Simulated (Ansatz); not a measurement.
# FeO (Fm-3m) in Ansatz: settings compared

The runs below take FeO through band structure, with PBEsol, RPBE, revPBE.

All numbers are computed with Ansatz 0.2.0; they aren't measurements. Logs are shortened: lines on timing, memory, paths and dates and some standing lists are left out, and cuts for length are marked.

## 1. The structure

Symmetry: Fm-3m, No. 225, cubic system. Conventional cell: a = 4.311 Å, b = 4.311 Å, c = 4.311 Å, α = 90.00°, β = 90.00°, γ = 90.00°. Fe (site symmetry m-3m) is surrounded by 6 O at 2.16 Å. O (site symmetry m-3m) is surrounded by 6 Fe at 2.16 Å.

## 2. Band structure, PBEsol, collinear spin, ferromagnetic start

Input file input.yaml:

```yaml
crystal:
  lattice:
    - [0.0, 2.15540016, 2.15540016]
    - [2.15540016, 0.0, 2.15540016]
    - [2.15540016, 2.15540016, 0.0]
  atoms:
    - { symbol: Fe, position: [0.0, 0.0, 0.0], spin: 3.0 }
    - { symbol: O, position: [0.5, 0.5, 0.5] }
hamiltonian:
  xc: pbesol
  pseudopotentials: { kind: paw }
magnetization:
  spin_polarized: true
kpoints:
  mp_grid: { grid: [6, 6, 6] }
  band_path:
    path:
      - [[0.0, 0.0, 0.0], [0.5, 0.0, 0.5], [0.5, 0.25, 0.75], [0.375, 0.375, 0.75], [0.0, 0.0, 0.0], [0.5, 0.5, 0.5], [0.625, 0.25, 0.625], [0.5, 0.25, 0.75], [0.5, 0.5, 0.5], [0.375, 0.375, 0.75]]
      - [[0.625, 0.25, 0.625], [0.5, 0.0, 0.5]]
    npoints: 14
scf:
  occupations: { method: fermi_dirac, width: 0.05 }
  n_extra_bands: 6
output:
  forces: true
  stress: true
  eigenvalues: true
  fatbands: false
```

Potentials or basis: Ansatz PAW.

Launch:

```sh
ansatz run input.yaml --threads 2 --pin off --max-ram 5632MiB --backend cpu --events-out ev --progress --plain --runs-dir out
```

Standard output:

```text
Warning: RAYON_NUM_THREADS=2 ignored (pool sized by the plan → 2); use --threads N
scf.n_extra_bands = 6 over 11 filled bands (N_el = 22.0): the run solves 17 bands
Engine: ansatz 0.2.0, x86_64-unknown-linux-gnu
Pseudopotentials: kind: paw
Pseudopotential: Fe, paw, valence charge 16, recommended cutoff 420 eV (normal), Fe.paw.azcp
Pseudopotential: O, paw, valence charge 6, recommended cutoff 420 eV (normal), O.paw.azcp
Functional definition: PBEsol
  exchange = pbesol_x
  correlation = pbesol_c
Crystal: 2 atoms, lattice volume = 20.027 Å³
Basis set: ecut = 420 eV, 387 PW (Γ), exchange–correlation on 48×48×48 points (8 copies of the dense FFT grid, shifted against one another)
Bands: 17, of which v1, the nominal top of the filled ones, is band 11 counted from 1 (10 counted from 0)
Symmetry: 48 space group operations
Space group: Fm-3m (ITA 225), of the structure as read, at distance tolerance 2.7e-5 Å
Magnetic group: BNS 225.116 (UNI 1618), of the structure as read, at distance tolerance 2.7e-5 Å
k-points: 16 of 216
Non-local potential: Fe, projectors of the file, l = 0: 3, l = 1: 2, l = 2: 3, l = 3: 1
Non-local potential: O, projectors of the file, l = 0: 2, l = 1: 2, l = 2: 1
PAW form: soft (Blöchl's): semilocal exchange-correlation on the pseudo side does not see the compensation charge
PAW frozen core: Fe, regenerated for the run's functional, and the local potential with it (the file was generated under x = pbe(κ = 0.804, μ = 0.2195149727645171), c = pbe(β = 0.06672455060314922))
PAW frozen core: O, regenerated for the run's functional, and the local potential with it (the file was generated under x = pbe(κ = 0.804, μ = 0.2195149727645171), c = pbe(β = 0.06672455060314922))
PAW one-centre angular grid: Fe, 590 points (default); XC on 64 Gauss nodes
PAW one-centre angular grid: O, 110 points (default); XC on 64 Gauss nodes
Initial density: superposition of atomic densities (chi_scale 0.1, normalization cell, long waves kept (reshape's long-wave potential 0.00 eV rms))
Starting moments: Σ|m| = 3 μB on 1 of 2 sites
Initial wavefunctions: pseudopotential atomic-orbital guess
Functional: x = pbesol(κ = 0.804, μ = 0.12345679012345678), c = pbesol(β = 0.046)
SCF iter   1: F=—  HF=-5008.559082 eV  |F-HF|=—  |Δ(HF+E_count)|=         —  Δρ=1.36e-1 (↑1.36e-1 ↓6.86e-2)  dr2=3.60e0  dr2_m=1.10e0  M=3.697 μB ∫|m|=3.697 μB  β_m=0.30  ethr=3.10e-3  ⟨swp⟩=4.3  Hψ=2260  notcnv=0
Mixer restart at iter 1: flushing history
preconditioner: auto → none  [metal: Δε(μ)=0.026 eV  Ē_g=12.989 eV  σ=0.050 eV  W_gap=0.13  n_scr=8 (ndim 8)  ℏωp=31.0 eV  f_vac=0.000  D(μ)=3.20/eV (n_scr^D=58)  sad-step TF]
SCF iter   2: F=—  HF=-5008.699227 eV  |F-HF|=—  |Δ(HF+E_count)|=   1.40e-1  Δρ=9.14e-2 (↑9.14e-2 ↓6.32e-2)  dr2=4.57e-1  dr2_m=1.01e0  M=3.978 μB ∫|m|=3.979 μB  β_m=0.50  ethr=3.10e-3  ⟨swp⟩=2.6  Hψ=1227  notcnv=0  defer=11
SCF iter   3: F=—  HF=-5008.831111 eV  |F-HF|=—  |Δ(HF+E_count)|=   1.32e-1  Δρ=3.31e-2 (↑3.31e-2 ↓3.01e-2)  dr2=4.86e-1  dr2_m=6.75e-2  M=3.949 μB ∫|m|=3.951 μB  β_m=0.52  ethr=2.08e-3  ⟨swp⟩=1.9  Hψ=903  notcnv=0  defer=12
SCF iter   4: F=—  HF=-5008.807165 eV  |F-HF|=—  |Δ(HF+E_count)|=   2.39e-2  Δρ=6.97e-3 (↑6.97e-3 ↓3.76e-3)  dr2=8.68e-3  dr2_m=1.74e-3  M=4.007 μB ∫|m|=4.014 μB  β_m=0.51  ethr=2.08e-3  ⟨swp⟩=2.4  Hψ=893  notcnv=0  defer=12
SCF iter   5: F=—  HF=-5008.809281 eV  |F-HF|=—  |Δ(HF+E_count)|=         —  Δρ=3.81e-3 (↑3.81e-3 ↓2.47e-3)  dr2=1.97e-3  dr2_m=5.14e-4  M=4.008 μB ∫|m|=4.016 μB  β_m=0.51  ethr=3.95e-5  ⟨swp⟩=2.5  Hψ=1159  notcnv=0  defer=13
Mixer restart at iter 5: flushing history
SCF iter   6: F=—  HF=-5008.810883 eV  |F-HF|=—  |Δ(HF+E_count)|=   1.60e-3  Δρ=1.27e-3 (↑1.27e-3 ↓8.01e-4)  dr2=1.13e-4  dr2_m=1.34e-4  M=4.008 μB ∫|m|=4.016 μB  β_m=0.64  ethr=8.96e-6  ⟨swp⟩=2.3  Hψ=1025  notcnv=0  defer=13
SCF iter   7: F=—  HF=-5008.812114 eV  |F-HF|=—  |Δ(HF+E_count)|=   1.23e-3  Δρ=1.37e-3 (↑1.34e-3 ↓1.37e-3)  dr2=8.90e-4  dr2_m=9.65e-6  M=4.008 μB ∫|m|=4.017 μB  β_m=0.64  ethr=5.16e-7  ⟨swp⟩=2.0  Hψ=961  notcnv=0  defer=13
SCF iter   8: F=—  HF=-5008.812174 eV  |F-HF|=—  |Δ(HF+E_count)|=   5.95e-5  Δρ=6.36e-4 (↑6.36e-4 ↓4.20e-4)  dr2=1.15e-4  dr2_m=6.16e-6  M=4.008 μB ∫|m|=4.017 μB  β_m=0.58  ethr=5.16e-7  ⟨swp⟩=2.0  Hψ=1035  notcnv=0  defer=13
SCF iter   9: F=—  HF=-5008.812138 eV  |F-HF|=—  |Δ(HF+E_count)|=   3.61e-5  Δρ=1.54e-4 (↑1.54e-4 ↓6.87e-5)  dr2=2.12e-6  dr2_m=1.71e-6  M=4.008 μB ∫|m|=4.017 μB  β_m=0.62  ethr=5.16e-7  ⟨swp⟩=2.0  Hψ=766  notcnv=0  defer=13
SCF iter  10: F=—  HF=-5008.812139 eV  |F-HF|=—  |Δ(HF+E_count)|=   1.52e-6  Δρ=3.83e-5 (↑3.83e-5 ↓2.06e-5)  dr2=8.11e-8  dr2_m=1.48e-7  M=4.008 μB ∫|m|=4.017 μB  β_m=0.81  ethr=9.65e-9  ⟨swp⟩=2.3  Hψ=877  notcnv=0  defer=13
SCF iter  11: F=—  HF=-5008.812139 eV  |F-HF|=—  |Δ(HF+E_count)|=   8.67e-8  Δρ=4.44e-6 (↑4.44e-6 ↓1.39e-6)  dr2=1.37e-9  dr2_m=1.35e-9  M=4.008 μB ∫|m|=4.017 μB  β_m=0.90  ethr=3.69e-10  ⟨swp⟩=2.1  Hψ=865  notcnv=0  defer=13
SCF iter  12: F=-5008.812139 eV  HF=-5008.812139 eV  |F-HF|=9.09e-12  |Δ(HF+E_count)|=  1.35e-10  Δρ=3.40e-7 (↑1.68e-7 ↓3.40e-7)  dr2=1.70e-11  dr2_m=8.78e-12  M=4.008 μB ∫|m|=4.017 μB  ethr=6.25e-12  ⟨swp⟩=2.8  Hψ=1811  notcnv=0
SCF 1 converged in 12 iterations: F = -5008.812139 eV  dr2 = 1.70e-11
NSCF: frozen V_eff on 142 k-points
SCF converged after 12 iterations
Magnetization: 4.0082 μB (13.0041 up, 8.9959 down)
Absolute magnetization: 4.0168 μB (∫|ρ↑−ρ↓|, with the PAW one-centre terms)
Spin contamination: 0.0112 ħ² per cell (⟨S²⟩ above its minimum at these occupations)
Per-site moments (μB) at R_I (Å): [(3.4452480497209375, 0.889102566), (0.32433792520549654, 0.889102566)]
Free energy (F): -5008.812139 eV
Harris-Foulkes:  -5008.812139 eV  (|F-HF|=9.09e-12)
Internal energy: -5008.798372 eV  (E = F + TS)
E sigma→0 (E₀):  -5008.805255 eV
Entropy (-TS):   -0.013768 eV (-6.884 meV/atom)
Fermi energy:    14.493524 eV
--- Per-component energies (eV) ---
  E_band       = -268.585987
  E_kinetic    = 514.252861
  E_local      = -2596.773775  (includes V_loc(G=0)·N_el)
  E_nonlocal   = 280.674971
  E_hartree    = 1056.211100
  E_xc         = -185.946634
  E_vxc        = -239.638101  (∫ρ·V_xc dr)
  E_paw        = -1491.978340  (= ΣΔE_a)
  E_vpaw       = -339.527468  (= ΣTr[D̂ρ^β])
  E_aug_tail   = 0.003376  (compensation charges beyond the density's cutoff)
  E_ewald      = -2585.456420
  E_core_change = 0.214490  (= ΣΔE_core)
  E_smearing   = -0.013768  (= −TS)
  E_closure    = -0.000000  (closes the sum)
  Σ components = -5008.812139   (vs F -5008.812139, Δ=0.00e0)
--- Forces (eV/Å), atoms counted from 1 ---
  atom   1  Fe    -0.00000000     0.00000000    -0.00000000
  atom   2  O      0.00000000    -0.00000000    -0.00000000
  max |Σ_I F_I| component: 9.14e-30 eV/Å
--- Stress (GPa, compression-positive) ---
       -8.236962       0.000000      -0.000000
        0.000000      -8.236962       0.000000
       -0.000000       0.000000      -8.236962
  P = ⅓ Tr σ = -8.2370 GPa (-82.370 kbar)
--- Band table (eV; the first three rows and the last of 32) ---
  k-point 0 ↑: bands = ["-75.1268", "-41.2878", "-41.2878", "-41.2878", "-6.2758", "10.5754", "10.5754", "10.5754", "10.5912", "10.5912", "10.5912", "10.8107", "10.8107", "14.3868", "29.4556", "31.2546", "31.2546"]
  k-point 1 ↑: bands = ["-75.1254", "-41.3014", "-41.2896", "-41.2896", "-6.0043", "8.6238", "9.1744", "9.1744", "10.8071", "10.8071", "11.1402", "12.3116", "12.3116", "15.9627", "26.5189", "30.2080", "30.2080"]
  k-point 2 ↑: bands = ["-75.1226", "-41.3285", "-41.2931", "-41.2931", "-5.4009", "6.4813", "8.1400", "8.1400", "11.2115", "11.2115", "11.6381", "13.6229", "13.6229", "17.8918", "23.5690", "27.8291", "27.8291"]
  k-point 15 ↓: bands = ["-71.0014", "-37.3074", "-37.2893", "-37.2807", "-4.4071", "7.8397", "8.8957", "9.1001", "13.6531", "14.9531", "15.2596", "15.4779", "16.0836", "22.2839", "23.7735", "24.8279", "27.9568"]
```

Run time: 2.3 s. Hardware: 2 threads of Intel Xeon Platinum 8259CL at 2.50GHz (Skylake/Cascade Lake), shared host; peak memory 0.33 GiB.

What came out:

```yaml
Free_energy: -5008.8121 eV
Pressure: -8.2 GPa
Band_gap_on_the_k_mesh: none (metal or under the smearing width)
Net_moment: 4.01 μB per cell
Absolute_moment: 4.02 μB per cell
Site_moments: Fe +3.45; O +0.32 μB
```

Levels at the corners of the path, in eV from the Fermi level:
Spin up:
```
point  band 9  band 10  band 11  band 12  band 13  band 14  band 15  band 16  band 17
    Γ   -3.90    -3.90    -3.90    -3.68    -3.68    -0.11    14.96    16.76    16.76
    X   -4.85    -3.28    -2.79    -2.79    -2.78     5.05     8.52    10.54    14.47
    W   -3.04    -3.04    -2.91    -2.79    -1.74     7.25     8.76     8.76    11.55
    K   -3.69    -2.93    -2.65    -2.47    -1.71     6.56     8.52     8.53    13.87
    Γ   -3.90    -3.90    -3.90    -3.68    -3.68    -0.11    14.96    16.76    16.76
    L   -3.07    -3.07    -2.51    -0.34    -0.34     3.82     8.29    12.29    12.29
    U   -3.69    -2.93    -2.65    -2.47    -1.71     6.56     8.52     8.53    13.87
    W   -3.04    -3.04    -2.91    -2.79    -1.74     7.25     8.76     8.76    11.55
    L   -3.07    -3.07    -2.51    -0.34    -0.34     3.82     8.29    12.29    12.29
    K   -3.69    -2.93    -2.65    -2.47    -1.71     6.56     8.52     8.53    13.87
    U   -3.69    -2.93    -2.65    -2.47    -1.71     6.56     8.52     8.53    13.87
    X   -4.85    -3.28    -2.79    -2.79    -2.78     5.05     8.52    10.54    14.47
```
Spin down:
```
point  band 7  band 8  band 9  band 10  band 11  band 12
    Γ   -3.33   -3.33   -0.75    -0.75    -0.75     0.12
    X   -4.52   -4.52   -2.18     0.68     0.77     0.77
    W   -6.21   -5.64   -0.05    -0.05     0.77     1.01
    K   -6.23   -4.94   -0.83     0.58     0.68     1.25
    Γ   -3.33   -3.33   -0.75    -0.75    -0.75     0.12
    L   -5.24   -5.24    0.41     0.41     0.60     2.76
    U   -6.23   -4.94   -0.83     0.58     0.68     1.25
    W   -6.21   -5.64   -0.05    -0.05     0.77     1.01
    L   -5.24   -5.24    0.41     0.41     0.60     2.76
    K   -6.23   -4.94   -0.83     0.58     0.68     1.25
    U   -6.23   -4.94   -0.83     0.58     0.68     1.25
    X   -4.52   -4.52   -2.18     0.68     0.77     0.77
```

Caveat: the k mesh is coarse (spacing up to 0.42 Å⁻¹), so the values aren't converged; the pressure holds a Pulay correction of +0.7 GPa for the finite cutoff; a cell with one magnetic atom can't hold antiferromagnetic order, which such compounds often take; semilocal functionals often make such compounds metallic where correlation or magnetic order opens a gap, which also shifts bond lengths; the PAW data sets come from PBE, with cores solved anew for the run's functional, which leaves a small shift of forces and pressure. With open d or f shells a metallic result of PBEsol can be an artefact of self-interaction; +U or a hybrid may open a gap.

## 3. Band structure, RPBE, collinear spin, ferromagnetic start

Edit input.yaml of step 2 so:

```diff
@@ -9,3 +9,3 @@
 hamiltonian:
-  xc: pbesol
+  xc: rpbe
   pseudopotentials: { kind: paw }
```

Potentials or basis: Ansatz PAW.

Launch:

```sh
ansatz run input.yaml --threads 2 --pin off --max-ram 5632MiB --backend cpu --events-out ev --progress --plain --runs-dir out
```

It took 2.3 s on 2 threads of Intel Xeon Platinum 8259CL at 2.50GHz (Skylake/Cascade Lake), shared host; peak memory 0.36 GiB.

The run converged. Its results:

| Item | Value |
| --- | --- |
| Free energy | -5053.6961 eV |
| Pressure | 5.6 GPa |
| Band gap on the k mesh | none (metal or under the smearing width) |
| Net moment | 4.01 μB per cell |
| Absolute moment | 4.02 μB per cell |
| Site moments | Fe +3.46; O +0.32 μB |

Levels at the corners of the path, in eV from the Fermi level:
Spin up:
| point | band 10 | band 11 | band 12 | band 13 | band 14 | band 15 | band 16 | band 17 |
| --- | --- | --- | --- | --- | --- | --- | --- | --- |
| Γ | -3.92 | -3.92 | -3.77 | -3.77 | -0.01 | 15.22 | 16.93 | 16.93 |
| X | -3.39 | -2.91 | -2.89 | -2.89 | 5.22 | 8.68 | 10.69 | 14.66 |
| W | -3.11 | -3.03 | -2.89 | -1.82 | 7.39 | 8.93 | 8.93 | 11.72 |
| K | -3.02 | -2.74 | -2.57 | -1.80 | 6.72 | 8.67 | 8.69 | 14.07 |
| Γ | -3.92 | -3.92 | -3.77 | -3.77 | -0.01 | 15.22 | 16.93 | 16.93 |
| L | -3.16 | -2.59 | -0.44 | -0.44 | 4.01 | 8.41 | 12.49 | 12.49 |
| U | -3.02 | -2.74 | -2.57 | -1.80 | 6.72 | 8.67 | 8.69 | 14.07 |
| W | -3.11 | -3.03 | -2.89 | -1.82 | 7.39 | 8.93 | 8.93 | 11.72 |
| L | -3.16 | -2.59 | -0.44 | -0.44 | 4.01 | 8.41 | 12.49 | 12.49 |
| K | -3.02 | -2.74 | -2.57 | -1.80 | 6.72 | 8.67 | 8.69 | 14.07 |
| U | -3.02 | -2.74 | -2.57 | -1.80 | 6.72 | 8.67 | 8.69 | 14.07 |
| X | -3.39 | -2.91 | -2.89 | -2.89 | 5.22 | 8.68 | 10.69 | 14.66 |
Spin down:
| point | band 5 | band 6 | band 7 | band 8 | band 9 | band 10 | band 11 | band 12 | band 13 | band 14 |
| --- | --- | --- | --- | --- | --- | --- | --- | --- | --- | --- |
| Γ | -20.41 | -3.37 | -3.37 | -3.37 | -0.74 | -0.74 | -0.74 | 0.25 | 0.25 | 0.78 |
| X | -19.21 | -6.99 | -4.54 | -4.54 | -2.14 | 0.74 | 0.74 | 0.80 | 1.19 | 6.63 |
| W | -19.11 | -6.20 | -6.20 | -5.62 | -0.06 | -0.06 | 0.74 | 1.11 | 1.86 | 8.80 |
| K | -19.14 | -6.61 | -6.21 | -4.94 | -0.82 | 0.56 | 0.66 | 1.35 | 1.80 | 8.04 |
| Γ | -20.41 | -3.37 | -3.37 | -3.37 | -0.74 | -0.74 | -0.74 | 0.25 | 0.25 | 0.78 |
| L | -19.22 | -8.10 | -5.23 | -5.23 | 0.40 | 0.40 | 0.59 | 2.81 | 2.81 | 4.45 |
| U | -19.14 | -6.61 | -6.21 | -4.94 | -0.82 | 0.56 | 0.66 | 1.35 | 1.80 | 8.04 |
| W | -19.11 | -6.20 | -6.20 | -5.62 | -0.06 | -0.06 | 0.74 | 1.11 | 1.86 | 8.80 |
| L | -19.22 | -8.10 | -5.23 | -5.23 | 0.40 | 0.40 | 0.59 | 2.81 | 2.81 | 4.45 |
| K | -19.14 | -6.61 | -6.21 | -4.94 | -0.82 | 0.56 | 0.66 | 1.35 | 1.80 | 8.04 |
| U | -19.14 | -6.61 | -6.21 | -4.94 | -0.82 | 0.56 | 0.66 | 1.35 | 1.80 | 8.04 |
| X | -19.21 | -6.99 | -4.54 | -4.54 | -2.14 | 0.74 | 0.74 | 0.80 | 1.19 | 6.63 |

Caveat: the k mesh is coarse (spacing up to 0.42 Å⁻¹), so the values aren't converged; the pressure holds a Pulay correction of +0.6 GPa for the finite cutoff; a cell with one magnetic atom can't hold antiferromagnetic order, which such compounds often take; semilocal functionals often make such compounds metallic where correlation or magnetic order opens a gap, which also shifts bond lengths; the PAW data sets come from PBE, with cores solved anew for the run's functional, which leaves a small shift of forces and pressure.

(Part 1 of 2 ends here.)
